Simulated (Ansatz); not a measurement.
## Mo: elastic constants from stress and strain

```
CELL_PARAMETERS angstrom
-1.57100 1.57100 1.57100
1.57100 -1.57100 1.57100
1.57100 1.57100 -1.57100
ATOMIC_POSITIONS crystal
Mo 0.00000 0.00000 0.00000
```

The cell is COD entry 9011605, as deposited and not checked against the literature; nothing was relaxed. It is an old determination, and later ones may differ.

Method: DFT, PBE, all-electron LAPW, scalar-relativistic (Ansatz 0.2.0).

Numerical set-up: a Γ-centred 16×16×16 k mesh, Fermi–Dirac smearing of 0.05 eV, basis error target 1 meV/atom, no spin polarisation.

The unstrained cell is at 4.64 GPa. Large strains and very small stresses are left out. Each strain is applied once, with fractional coordinates held (clamped ions), and σ below is the change of stress, positive in tension. One finite strain gives stress–strain coefficients at this pressure with an error of the order of the strain times third-order constants, a few per cent for each per cent of strain. In a metal the k mesh adds noise of tens of per cent to soft shears.

Question: With xy engineering shear strain of -2 %, the run gives σxy = -2.24 GPa and γxy = 2εxy = -0.0200. Which stiffness follows?

Answer: C44 (clamped ions) = σxy/γxy = 112 GPa.
